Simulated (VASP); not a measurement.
# Settings for MgO: equation of state

MgO, Fm-3m (no. 225), 2 atoms in the cell. VdW-DF-cx; PAW potentials Mg, O (PBE set). VASP 6.6.1.

Wanted: equilibrium volume within 0.2 %; bulk modulus within 1 %.

What the run is for: equation of state; Accuracy asked: standard.

The series start from Plane-wave cutoff (eV): 520; k-point mesh: 9 × 9 × 9; Volumes: 5 from 0.92 to 1.08; Precision mode (PREC): Accurate; Electronic threshold (eV): 1e-6; Aspherical gradient terms in the spheres (LASPH): yes; Start of each volume: each volume from scratch. Each series keeps the choices made before it, and each single choice may use up half of a tolerance. Times cover all steps of a run.

## Plane-wave cutoff (eV)

| Plane-wave cutoff (eV) | Equilibrium volume (Å³/atom) | Bulk modulus (GPa) | Time (s) |
|---|---|---|---|
| 320 | 9.454 | 158.6 | 26 |
| 400 | 9.399 | 155.8 | 37 |
| 460 | 9.421 | 157.4 | 48 |
| 520 | 9.421 | 156.9 | 58 |
| 600 | 9.418 | 157 | 57 |
| 700 | 9.414 | 157.1 | 97 |
| 840 (reference) | 9.414 | 156.8 | 103 |

Chosen: 460, the loosest value from which every tighter one stays within half of the tolerance.

## k-point mesh

| k-point mesh | Equilibrium volume (Å³/atom) | Bulk modulus (GPa) | Time (s) |
|---|---|---|---|
| 3 × 3 × 3 | 9.443 | 154.2 | 44 |
| 4 × 4 × 4 | 9.417 | 155 | 45 |
| 5 × 5 × 5 | 9.42 | 158.5 | 54 |
| 6 × 6 × 6 | 9.419 | 156.9 | 50 |
| 7 × 7 × 7 | 9.422 | 155.6 | 50 |
| 9 × 9 × 9 | 9.421 | 157.4 | 48 |
| 11 × 11 × 11 | 9.421 | 156.6 | 55 |
| 14 × 14 × 14 (reference) | 9.42 | 156.7 | 64 |

Chosen: 9 × 9 × 9.

## Volumes

| Volumes | Equilibrium volume (Å³/atom) | Bulk modulus (GPa) | Time (s) |
|---|---|---|---|
| 5 from 0.88 to 1.12 | 9.421 | 156.8 | 50 |
| 5 from 0.92 to 1.08 | 9.421 | 157.4 | 48 |
| 7 from 0.91 to 1.09 (reference) | 9.421 | 157.6 | 71 |

Chosen: 5 from 0.92 to 1.08.

## Precision mode (PREC)

| Precision mode (PREC) | Equilibrium volume (Å³/atom) | Bulk modulus (GPa) | Time (s) |
|---|---|---|---|
| SingleN | 9.444 | 153.7 | 9.7 |
| Normal | 9.425 | 156.8 | 18 |
| Accurate (reference) | 9.421 | 157.4 | 48 |

Chosen: Normal.

## Electronic threshold (eV)

| Electronic threshold (eV) | Equilibrium volume (Å³/atom) | Bulk modulus (GPa) | Time (s) |
|---|---|---|---|
| 0.001 | 9.424 | 156.8 | 15 |
| 0.0001 | 9.425 | 156.8 | 16 |
| 1e-5 | 9.425 | 156.8 | 19 |
| 1e-6 | 9.425 | 156.8 | 18 |
| 1e-7 (reference) | 9.425 | 156.8 | 21 |

Chosen: 0.001.

## Aspherical gradient terms in the spheres (LASPH)

| Aspherical gradient terms in the spheres (LASPH) | Equilibrium volume (Å³/atom) | Bulk modulus (GPa) | Time (s) |
|---|---|---|---|
| no | 9.424 | 156.8 | 14 |
| yes (reference) | 9.424 | 156.8 | 15 |

Chosen: no.

## Start of each volume

| Start of each volume | Equilibrium volume (Å³/atom) | Bulk modulus (GPa) | Time (s) |
|---|---|---|---|
| each volume from scratch | 9.424 | 156.8 | 14 |
| orbitals of the volume before (WAVECAR) | 9.424 | 156.8 | 11 |

Chosen: each volume from scratch; no other choice that stays within half of the tolerance saves 30 % of the time.

## All choices together

| Input | Equilibrium volume (Å³/atom) | Bulk modulus (GPa) | Time (s) |
|---|---|---|---|
| the program's defaults (naive) | 9.365 | 137.7 | 12 |
| chosen settings | 9.424 | 156.8 | 14 |
| reference settings throughout | 9.414 | 156.8 | 202 |

The tolerance is met.

## The input

INCAR:
```
SYSTEM = MgO
GGA = CX
LUSE_VDW = .True.
AGGAC = 0.0
ISMEAR = 0
SIGMA = 0.03
LWAVE = .False.
LCHARG = .False.
ISIF = 2
NSW = 0
PREC = Normal
LASPH = .False.
LREAL = .False.
ALGO = Normal
EDIFF = 0.001
NELM = 120
GGA_COMPAT = .False.
ENCUT = 460
EFERMI = MIDGAP
```

KPOINTS:
```
Automatic mesh
0
Gamma
  9 9 9
  0 0 0
```

POSCAR.step1:
```
MgO
1.0
    0.0000000000      2.0395201231      2.0395201231
    2.0395201231      0.0000000000      2.0395201231
    2.0395201231      2.0395201231      0.0000000000
Mg O
1 1
Direct
    0.0000000000      0.0000000000      0.0000000000
    0.5000000000      0.5000000000      0.5000000000
```

POSCAR.step2:
```
MgO
1.0
    0.0000000000      2.0686600618      2.0686600618
    2.0686600618      0.0000000000      2.0686600618
    2.0686600618      2.0686600618      0.0000000000
Mg O
1 1
Direct
    0.0000000000      0.0000000000      0.0000000000
    0.5000000000      0.5000000000      0.5000000000
```

POSCAR.step3:
```
MgO
1.0
    0.0000000000      2.0970013927      2.0970013927
    2.0970013927      0.0000000000      2.0970013927
    2.0970013927      2.0970013927      0.0000000000
Mg O
1 1
Direct
    0.0000000000      0.0000000000      0.0000000000
    0.5000000000      0.5000000000      0.5000000000
```

POSCAR.step4:
```
MgO
1.0
    0.0000000000      2.1245966808      2.1245966808
    2.1245966808      0.0000000000      2.1245966808
    2.1245966808      2.1245966808      0.0000000000
Mg O
1 1
Direct
    0.0000000000      0.0000000000      0.0000000000
    0.5000000000      0.5000000000      0.5000000000
```

POSCAR.step5:
```
MgO
1.0
    0.0000000000      2.1514931650      2.1514931650
    2.1514931650      0.0000000000      2.1514931650
    2.1514931650      2.1514931650      0.0000000000
Mg O
1 1
Direct
    0.0000000000      0.0000000000      0.0000000000
    0.5000000000      0.5000000000      0.5000000000
```

Commands (each step's output is kept before the next begins):
```
cat potpaw_PBE.64/Mg/POTCAR potpaw_PBE.64/O/POTCAR > POTCAR
cp POSCAR.step1 POSCAR
mpirun -np 1 vasp_std > vasp.out
cp POSCAR.step2 POSCAR
mpirun -np 1 vasp_std > vasp.out
cp POSCAR.step3 POSCAR
mpirun -np 1 vasp_std > vasp.out
cp POSCAR.step4 POSCAR
mpirun -np 1 vasp_std > vasp.out
cp POSCAR.step5 POSCAR
mpirun -np 1 vasp_std > vasp.out
```

The chosen input took VASP 6.6.1 14 s on 1 core (Intel Xeon 6975P-C (Granite Rapids)), a shared host.

## An input that fails: cutoff far too low

It runs to its end, but against the unchanged starting input it is off by 4.4 % in the equilibrium volume, 13 % in the bulk modulus.

Changes against the starting input:
```
(all steps)
- PREC = Accurate
- NELM = 120
- ENCUT = 520
+ PREC = Low
+ NELM = 53
+ ENCUT = 240
```
